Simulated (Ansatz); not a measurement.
**Ti$_{2}$C: how the k-point mesh moves the results**

These are results of DFT r2SCAN, scalar-relativistic, plane waves, PAW (Ansatz 0.2.0), not measurements.

```
CELL_PARAMETERS angstrom
1.47612 0.89009 4.83792
-1.57168 0.90065 4.86655
-0.03864 -1.78689 4.85152
ATOMIC_POSITIONS crystal
Ti 0.24969 0.23622 0.26225
Ti 0.75437 0.75129 0.75479
C 0.51251 0.50619 0.49726
```

The plane-wave cutoff is 500 eV and the occupation rule is Gaussian smearing, 0.1 eV. The spin treatment is unpolarised.

The atoms are held and the k-point mesh is swept. Energies are extrapolated to zero smearing and count from the reference run, 12×12×12. The cell was strained and its atoms displaced at random, so that forces don't vanish. The meshes are Γ-centred. Pressure is positive in compression.

Times are rough; the reference took 110 s on 1 thread of Arm Neoverse V1, on a shared host, peak memory 1.1 GiB.

Question: Tried: 1×1×1, 4×4×4, 6×6×6, 8×8×8, 12×12×12. From which k-point mesh on does the energy per atom stay within 100, 10 and 1 meV of the reference?

Answer: 4×4×4 for 100 meV, 4×4×4 for 10 meV, none but the reference for 1 meV. The reference itself isn't shown to be converged. At 4×4×4, where the energy is within 10 meV, force components still miss by up to 0.217 eV/Å, where the largest force is 1.087 eV/Å.

```tsv
mesh	ΔE (meV/atom)	P (GPa)	largest change of a force component (eV/Å)	irreducible points	wall time (s)
1×1×1	247	14.35	7.220	1	5.4
4×4×4	-0.24	-3.39	0.217	36	7.6
6×6×6	4.27	-3.06	0.032	112	17
8×8×8	-1.76	-3.26	0.028	260	35
12×12×12	0.00	-3.20	0.000	868	110
```